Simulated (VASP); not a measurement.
# SnS2 (P-3m1) in VASP: further runs

The runs below take SnS2 through relaxation of cell and atoms, with PBE+D3(BJ).

All numbers are computed with VASP 6.6.1; they aren't measurements. Logs are shortened: lines on timing, memory, paths and dates and some standing lists are left out, and cuts for length are marked.

### Step 1. The structure

The structure is trigonal, space group P-3m1 (No. 164). Conventional cell: a = 3.639 Å, b = 3.639 Å, c = 5.868 Å, α = 90.00°, β = 90.00°, γ = 120.00°. Sn (site symmetry -3m) is surrounded by 6 S at 2.56 Å. S (site symmetry 3m) has 3 Sn at 2.56 Å as nearest neighbours.

### Step 2. Relaxation of cell and atoms, PBE+D3(BJ), target pressure 1.2 GPa, at which the enthalpy is minimised

File INCAR:

```
SYSTEM = SnS2
PREC = Accurate
ENCUT = 350
EDIFF = 1E-7
ISMEAR = 0
SIGMA = 0.02
LREAL = .False.
LASPH = .True.
NELM = 80
ALGO = Normal
ISIF = 3
LWAVE = .False.
LCHARG = .False.
GGA = PE
IVDW = 12
IBRION = 2
NSW = 80
EDIFFG = -0.002
PSTRESS = 12.0
```

File KPOINTS:

```
Automatic mesh
0
Gamma
  12 12 6
  0 0 0
```

File POSCAR:

```
SnS2
1.0
    3.6390000000      0.0000000000      0.0000000000
   -1.8195000000      3.1514664400      0.0000000000
    0.0000000000      0.0000000000      5.8680000000
Sn S
1 2
Direct
    0.0000000000      0.0000000000      0.0000000000
    0.3333333300      0.6666666700      0.2500000000
    0.6666666700      0.3333333300      0.7500000000
```

Potentials or basis: VASP PAW PBE potentials, release 64 (Sn_d, S).

Launch:

```sh
cat potpaw_PBE.64/Sn_d/POTCAR potpaw_PBE.64/S/POTCAR > POTCAR
mpirun -np 1 vasp_std > vasp.out
```

OUTCAR:

```text
SYSTEM = SnS2
   PREC = Accurate
   ENCUT = 350
   EDIFF = 1E-7
   ISMEAR = 0
   LREAL = .False.
   LASPH = .True.
   NELM = 80
   ISIF = 3
   GGA = PE
   IVDW = 12
   IBRION = 2
   NSW = 80
   EDIFFG = -0.002
   PSTRESS = 12.0
 IVDW          = 12

 ion  position               nearest neighbor table
   1  0.000  0.000  0.000-   2 2.56   3 2.56   2 2.56   3 2.56   3 2.56   2 2.56
   2  0.333  0.667  0.250-   1 2.56   1 2.56   1 2.56
   3  0.667  0.333  0.750-   1 2.56   1 2.56   1 2.56

  LATTYP: Found a hexagonal cell.
 ALAT       =     3.6390000000
 C/A-ratio  =     1.6125309151

  Lattice vectors:

 A1 = (   3.6390000000,   0.0000000000,   0.0000000000)
 A2 = (  -1.8195000000,   3.1514664400,   0.0000000000)
 A3 = (   0.0000000000,   0.0000000000,   5.8680000000)

Analysis of symmetry for initial positions (statically):
=====================================================================
 Subroutine PRICEL returns:
 Original cell was already a primitive cell.

 Routine SETGRP: Setting up the symmetry group for a
 hexagonal supercell.

 Subroutine GETGRP returns: Found 12 space group operations
 (whereof 12 operations were pure point group operations)
 out of a pool of 24 trial point group operations.

The static configuration has the point symmetry D_3d.

Analysis of symmetry for dynamics (positions and initial velocities):
=====================================================================
 Subroutine PRICEL returns:
 Original cell was already a primitive cell.

 Routine SETGRP: Setting up the symmetry group for a
 hexagonal supercell.

 Subroutine GETGRP returns: Found 12 space group operations
 (whereof 12 operations were pure point group operations)
 out of a pool of 24 trial point group operations.

The dynamic configuration has the point symmetry D_3d.

 Subroutine INISYM returns: Found 12 space group operations
 (whereof 12 operations are pure point group operations),
 and found     1 'primitive' translations

----------------------------------------------------------------------------------------

                                     Primitive cell

  volume of cell :      67.2953

  direct lattice vectors                    reciprocal lattice vectors
     3.639000000  0.000000000  0.000000000     0.274800769  0.158656298  0.000000000
    -1.819500000  3.151466440  0.000000000     0.000000000  0.317312597  0.000000000
     0.000000000  0.000000000  5.868000000     0.000000000  0.000000000  0.170415815

  length of vectors
     3.639000000  3.638999996  5.868000000     0.317312597  0.317312597  0.170415815

  position of ions in fractional coordinates (direct lattice)
     0.000000000  0.000000000  0.000000000
     0.333333330  0.666666670  0.250000000
     0.666666670  0.333333330  0.750000000

  ion indices of the primitive-cell ions
   primitive index   ion index
                 1           1
                 2           2
                 3           3

----------------------------------------------------------------------------------------

 KPOINTS: Automatic mesh

Automatic generation of k-mesh.
 Grid dimensions read from file:
 generate k-points for:   12   12    6

 Generating k-lattice:

  Cartesian coordinates                     Fractional coordinates (reciprocal lattice)
     0.022900064  0.013221358  0.000000000     0.083333333  0.000000000  0.000000000
     0.000000000  0.026442716  0.000000000     0.000000000  0.083333333  0.000000000
     0.000000000  0.000000000  0.028402636     0.000000000  0.000000000  0.166666667

  Length of vectors
     0.026442716  0.026442716  0.028402636

  Shift w.r.t. Gamma in fractional coordinates (k-lattice)
     0.000000000  0.000000000  0.000000000

 Subroutine IBZKPT returns following result:
 ===========================================

 Found    100 irreducible k-points:

 Following reciprocal coordinates:
            Coordinates               Weight
  0.000000  0.000000  0.000000      1.000000
  0.083333  0.000000  0.000000      6.000000
  0.166667 -0.000000  0.000000      6.000000
  0.250000 -0.000000  0.000000      6.000000
  0.333333 -0.000000  0.000000      6.000000
  0.416667 -0.000000  0.000000      6.000000
[... 16 lines left out ...]
  0.166667 -0.000000  0.166667      6.000000
  0.000000  0.166667  0.166667      6.000000
 [... further k-points ...]
   k-points           NKPTS =    100   k-points in BZ     NKDIM =    100   number of bands    NBANDS=     17
   number of dos      NEDOS =    301   number of ions     NIONS =      3
   total plane-waves  NPLWV =  20736
   dimension x,y,z NGX =    24 NGY =   24 NGZ =   36
   dimension x,y,z NGXF=    48 NGYF=   48 NGZF=   72
   ions per type =               1   2
   NGX,Y,Z   is equivalent  to a cutoff of  10.96, 10.96, 10.20 a.u.
   NGXF,Y,Z  is equivalent  to a cutoff of  21.93, 21.93, 20.40 a.u.
 SYSTEM =  SnS2
   PREC   = accura    normal or accurate (medium, high low for compatibility)
   ISTART =      0    job   : 0-new  1-cont  2-samecut
   ICHARG =      2    charge: 1-file 2-atom 10-const
   ISPIN  =      1    spin polarized calculation?
   LNONCOLLINEAR =      F non collinear calculations
   LSORBIT =      F    spin-orbit coupling
   LASPH  =      T    aspherical Exc in radial PAW
   ENCUT  =  350.0 eV  25.72 Ry    5.07 a.u.   5.55  5.55  8.95*2*pi/ulx,y,z
   NELM   =     80;   NELMIN=  2; NELMDL= -5     # of ELM steps
   EDIFF  = 0.1E-06   stopping-criterion for ELM
   LREAL  =      F    real-space projection
   EDIFFG = -.2E-02   stopping-criterion for IOM
   NSW    =     80    number of steps for IOM
   IBRION =      2    ionic relax: 0-MD 1-quasi-New 2-CG
   NFREE  =      1    steps in history (QN), initial steepest desc. (CG)
   ISIF   =      3    stress and relaxation
   ISYM   =      2    0-nonsym 1-usesym 2-fastsym
   POTIM  = 0.5000    time-step for ionic-motion
   TEBEG  =    0.0;   TEEND  =   0.0 temperature during run
   PSTRESS=   12.0 pullay stress
   NELECT =      26.0000    total number of electrons
   NUPDOWN=      -1.0000    fix difference up-down
   EMIN   =  10.00;   EMAX   =-10.00  energy-range for DOS
   EFERMI =   0.00;   METHOD = LEGACY
   ISMEAR =     0;   SIGMA  =   0.02  broadening in eV -4-tet -1-fermi 0-gaus
   EFERMI_NEDOS =   21; number of points for ismear=-14 and -15
   IALGO  =     38    algorithm
   IMIX   =      4    mixing-type and parameters
     AMIX     =   0.40;   BMIX     =  1.00
     AMIX_MAG =   1.60;   BMIX_MAG =  1.00
  volume/ion in A,a.u.               =      22.43       151.38
  Fermi-wavevector in a.u.,A,eV,Ry     =   1.192352  2.253218 19.343434  1.421702
  Thomas-Fermi vector in A             =   2.328392
   LORBIT       =      0    0 simple, 1 ext, 2 COOP (PROOUT), +10 PAW based schemes
   GGA     = PE    functional components
   LHFCALC =     F    Hartree Fock is set to
   AEXX    =    0.0000 exact exchange contribution
   IVDW    =    12    specifies the selected vdW correction
   LEPSILON=     F    determine dielectric tensor
   LRPA    =     F    only Hartree local field effects (RPA)
 conjugate gradient relaxation of ions
 non-spin polarized calculation
 Gauss-broadening in eV      SIGMA  =   0.02
  energy-cutoff  :      350.00
  volume of cell :       67.30
 maximum number of plane-waves:      1032
 NGX is ok and might be reduce to    24
   NGX = 11   NGY = 11   NGZ = 17

--------------------------------------- Ionic step        1  -------------------------------------------

 number of electron      26.0000019 magnetization

 Free energy of the ion-electron system (eV)
  ---------------------------------------------------
  ext. energy  EPLUGINS =         0.00000000
  ---------------------------------------------------
  free energy    TOTEN  =       -13.13696258 eV

  energy without entropy =      -13.13696258  energy(sigma->0) =      -13.13696258

------------------------ aborting loop because EDIFF is reached ----------------------------------------

 Edisp (eV)   -0.98983

 E8    (eV) :    -0.4043

  FORCE on cell =-STRESS in cart. coord.  units (eV):
  Direction    XX          YY          ZZ          XY          YZ          ZX
  --------------------------------------------------------------------------------------
  -------------------------------------------------------------------------------------
  Total       0.69939     0.69939     0.54391     0.00000     0.00000     0.00000
  in kB      16.65109    16.65109    12.94949     0.00000     0.00000     0.00000
  external pressure =        3.42 kB  Pullay stress =       12.00 kB
[... 104 lines left out ...]
  FREE ENERGIE OF THE ION-ELECTRON SYSTEM (eV)
  ---------------------------------------------------
  free  energy   TOTEN  =       -14.1335850211 eV

  energy  without entropy=      -14.1335850211  energy(sigma->0) =      -14.13358502

  enthalpy is  TOTEN    =       -13.6262858154 eV   P V=        0.5072992057

 E-fermi :   5.9541     XC(G=0): -10.0560

 val. band max:        5.8738765730   @ k =   0.0833   0.0000   0.0000
 cond. band min:       6.9018346720   @ k =   0.0000   0.4167   0.3333
 fundamental gap:      1.0279580990
 Fermi energy:         5.9540839165

 k-point     1 :       0.0000    0.0000    0.0000
  band No.  band energies     occupation
      1     -15.3655      2.00000
      2     -15.3654      2.00000
      3     -15.3181      2.00000
      4     -15.2890      2.00000
      5     -15.2890      2.00000
      6      -8.4156      2.00000
[... 9 lines left out ...]
     16      11.1867      0.00000
     17      11.1867      0.00000
[... 443 lines left out ...]
      1     -15.3832      2.00000
      2     -15.3486      2.00000
      3     -15.3073      2.00000
      4     -15.2986      2.00000
      5     -15.2882      2.00000
      6      -8.0305      2.00000
[... 9 lines left out ...]
     16      11.3835      0.00000
     17      11.7954      0.00000

 [... further k-points ...]

[... ionic steps 4 to 8 ...]

--------------------------------------- Ionic step        9  -------------------------------------------

 number of electron      25.9999983 magnetization

------------------------ aborting loop because EDIFF is reached ----------------------------------------

 Edisp (eV)   -1.02774

 E8    (eV) :    -0.4203
[... 75 lines left out ...]
  enthalpy is  TOTEN    =       -13.6414464581 eV   P V=        0.4845794233

--------------------------------------- Ionic step       11  -------------------------------------------

 number of electron      25.9999985 magnetization

 Free energy of the ion-electron system (eV)
  ---------------------------------------------------
  ext. energy  EPLUGINS =         0.00000000
  ---------------------------------------------------
  free energy    TOTEN  =       -13.09743249 eV

  energy without entropy =      -13.09743249  energy(sigma->0) =      -13.09743249

 E-fermi :   5.6210     XC(G=0):  -9.8990

 val. band max:        5.4985132908   @ k =   0.0833   0.0000   0.0000
 cond. band min:       6.5853846688   @ k =   0.0000   0.4167   0.3333
 fundamental gap:      1.0868713780
 Fermi energy:         5.6210184888

 k-point     1 :       0.0000    0.0000    0.0000
  band No.  band energies     occupation
      1     -15.6970      2.00000
      2     -15.6970      2.00000
      3     -15.6556      2.00000
      4     -15.6275      2.00000
      5     -15.6275      2.00000
      6      -8.6321      2.00000
[... 9 lines left out ...]
     16      10.7293      0.00000
     17      10.7293      0.00000
[... 443 lines left out ...]
      1     -15.7144      2.00000
      2     -15.6823      2.00000
      3     -15.6453      2.00000
      4     -15.6359      2.00000
      5     -15.6259      2.00000
      6      -8.2643      2.00000
[... 9 lines left out ...]
     16      10.9655      0.00000
     17      11.3438      0.00000

 [... further k-points ...]

------------------------ aborting loop because EDIFF is reached ----------------------------------------

 Edisp (eV)   -1.03064

 E8    (eV) :    -0.4216

  FORCE on cell =-STRESS in cart. coord.  units (eV):
  Direction    XX          YY          ZZ          XY          YZ          ZX
  --------------------------------------------------------------------------------------
  -------------------------------------------------------------------------------------
  Total       0.48496     0.48496     0.48735    -0.00000    -0.00000     0.00000
  in kB      11.96678    11.96678    12.02582    -0.00000    -0.00000     0.00000
  external pressure =       -0.01 kB  Pullay stress =       12.00 kB
[... 18 lines left out ...]
  FREE ENERGIE OF THE ION-ELECTRON SYSTEM (eV)
  ---------------------------------------------------
  free  energy   TOTEN  =       -14.1280731499 eV

  energy  without entropy=      -14.1280731499  energy(sigma->0) =      -14.12807315

  enthalpy is  TOTEN    =       -13.6417705651 eV   P V=        0.4863025848

 reached required accuracy - stopping structural energy minimisation
```

It took 5.3 min on 1 thread of Intel Xeon Platinum 8259CL at 2.50GHz (Skylake/Cascade Lake), shared host; peak memory 0.21 GiB.

Results:

* Free energy: -14.1281 eV
* Relaxed volume: 21.64 Å³/atom
* Relaxed cell: a = 3.650 Å, b = 3.650 Å, c = 5.629 Å, α = 90.00°, β = 90.00°, γ = 120.00°
* Space group after relaxing (to 0.05 Å): P-3m1 (No. 164)
* Energy change on relaxing (the enthalpy is what falls): -0.4 meV/atom
* Ionic steps: 11
* Pressure after relaxing: 1.2 GPa
* Band gap on the k mesh: 1.09 eV, indirect (least direct gap 1.64 eV)
* Dispersion energy per atom: -0.344 eV

Step by step:
```csv
step,energy change (eV),largest force (eV/Å),pressure (GPa),volume (Å³)
1,0.0000,0.2568,1.54,67.30
2,-0.0070,0.0595,0.38,67.76
3,-0.0068,0.0721,0.45,67.73
4,-0.0072,0.0554,0.59,67.27
5,-0.0047,0.0043,1.07,65.88
6,0.0216,0.1071,2.39,63.15
7,-0.0003,0.0131,1.45,65.09
8,-0.0023,0.0328,1.05,65.10
9,-0.0024,0.0363,0.97,65.10
10,0.0008,0.0499,1.51,64.70
11,-0.0013,0.0001,1.20,64.93
```

Final structure:
```cif
data_structure
_symmetry_space_group_name_H-M 'P 1'
_symmetry_Int_Tables_number 1
_cell_length_a 3.6496
_cell_length_b 3.6496
_cell_length_c 5.6288
_cell_angle_alpha 90.000
_cell_angle_beta 90.000
_cell_angle_gamma 120.000
_cell_volume 64.93
loop_
_atom_site_label
_atom_site_type_symbol
_atom_site_fract_x
_atom_site_fract_y
_atom_site_fract_z
_atom_site_occupancy
Sn1 Sn 0.00000 0.00000 0.00000 1
S1 S 0.33333 0.66667 0.26249 1
S2 S 0.66667 0.33333 0.73751 1
```

Caveat: the cell is relaxed towards a set pressure, so the enthalpy falls and the energy may rise; spin-orbit coupling is left out, which moves the levels of the heavy elements. A k mesh can miss the band edges.

### Step 3. Relaxation of cell and atoms, PBE+D3(BJ), target pressure 1.2 GPa, at which the enthalpy is minimised

This run uses another cell than the first one, of 21.64 Å³/atom, 0.965 times its volume.

INCAR is that of step 2.

KPOINTS is that of step 2.

File POSCAR:

```
SnS2                                    
1.0
    3.6495931626     -0.0000000000     -0.0000000000
   -1.8247965813      3.1606403870      0.0000000000
   -0.0000000000      0.0000000000      5.6288072189
  Sn              S             
     1     2
Direct
     0.0000000000000000    0.0000000000000000    0.0000000000000000
     0.3333333300000021    0.6666666699999979    0.2624878276295223
     0.6666666699999979    0.3333333300000021    0.7375121723704777
```

Potentials or basis: VASP PAW PBE potentials, release 64 (Sn_d, S).

Launch:

```sh
cat potpaw_PBE.64/Sn_d/POTCAR potpaw_PBE.64/S/POTCAR > POTCAR
mpirun -np 1 vasp_std > vasp.out
```

Wall time 2.6 min (1 thread of Intel Xeon Platinum 8259CL at 2.50GHz (Skylake/Cascade Lake), shared host); peak memory 0.21 GiB.

The run converged. Its results:

```
Free energy                                            : -14.1248 eV
Relaxed volume                                         : 21.61 Å³/atom
Relaxed cell                                           : a = 3.650 Å, b = 3.650 Å, c = 5.621 Å, α = 90.00°, β = 90.00°, γ = 120.00°
Space group after relaxing (to 0.05 Å)                 : P-3m1 (No. 164)
Energy change on relaxing (the enthalpy is what falls) : +0.2 meV/atom
Ionic steps                                            : 8
Pressure after relaxing                                : 1.2 GPa
Band gap on the k mesh                                 : 1.08 eV, indirect (least direct gap 1.63 eV)
Dispersion energy per atom                             : -0.344 eV
```

Step by step:
```csv
step,energy change (eV),largest force (eV/Å),pressure (GPa),volume (Å³)
1,0.0000,0.0005,1.17,64.93
2,0.0003,0.0081,1.23,64.88
3,0.0003,0.0066,1.22,64.89
4,0.0003,0.0061,1.21,64.89
5,0.0004,0.0053,1.20,64.87
6,0.0004,0.0001,1.18,64.87
7,0.0004,0.0006,1.18,64.87
8,0.0006,0.0004,1.21,64.84
```

Final structure:
```
CELL_PARAMETERS angstrom
3.64964 0.00000 0.00000
-1.82482 3.16068 0.00000
0.00000 0.00000 5.62100
ATOMIC_POSITIONS crystal
Sn 0.00000 0.00000 0.00000
S 0.33333 0.66667 0.26280
S 0.66667 0.33333 0.73720
```

Levels at points of the mesh, in eV from the valence-band top:
| k point | band 9 | band 10 | band 11 | band 12 | band 13 | band 14 | band 15 | band 16 | band 17 |
| --- | --- | --- | --- | --- | --- | --- | --- | --- | --- |
| (0.00, 0.00, 0.00) | -0.90 | -0.90 | -0.72 | -0.72 | -0.01 | 1.62 | 3.36 | 5.22 | 5.22 |
| (0.50, 0.00, 0.00) | -4.53 | -3.24 | -2.88 | -1.54 | -0.48 | 1.59 | 4.19 | 5.48 | 5.64 |
| (0.00, 0.00, 0.50) | -2.40 | -1.06 | -1.06 | -0.47 | -0.47 | 3.00 | 3.46 | 4.81 | 4.81 |
| (0.50, 0.00, 0.50) | -5.24 | -2.60 | -1.95 | -1.07 | -1.07 | 1.31 | 4.40 | 5.22 | 6.28 |

Caveat: the cell is relaxed towards a set pressure, so the enthalpy falls and the energy may rise; spin-orbit coupling is left out, which moves the levels of the heavy elements.
